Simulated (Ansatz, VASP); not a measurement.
One calculation of Pd, two programs

```
CELL_PARAMETERS angstrom
0.00000 1.92028 1.92028
1.92028 0.00000 1.92028
1.92028 1.92028 0.00000
ATOMIC_POSITIONS crystal
Pd 0.00000 0.00000 0.00000
```

Alike in both runs: task single point; functional LDA; k mesh 14 × 14 × 14; occupations gaussian, width 0.03 eV; collinear spin.

|  | VASP | Ansatz |
| --- | --- | --- |
| version | VASP 6.6.1 | Ansatz 0.2.0 |
| potentials or method | VASP PAW LDA potentials, release 64 (Pd) | plane waves (420 eV) with PAW, scalar-relativistic |
| plane-wave cutoff (eV) | 520 | 420 |
| valence electrons in the cell | 10 | 18 |

VASP gave:

```
pressure (GPa)                                                : 0.4
net moment per atom (μB)                                      : 0.32
size of the moment on the site where the two differ most (μB) : 0.31
```

**Question.** Which values does Ansatz return?

**Answer.** Pressure (GPa): 0.1; net moment per atom (μB): 0.32; size of the moment on the site where the two differ most (μB): 0.32.

Site moments also hang on the region over which each program counts them. The two sets of potentials don't hold the same shells in valence. Ansatz warned: «pseudo_functional_mismatch».
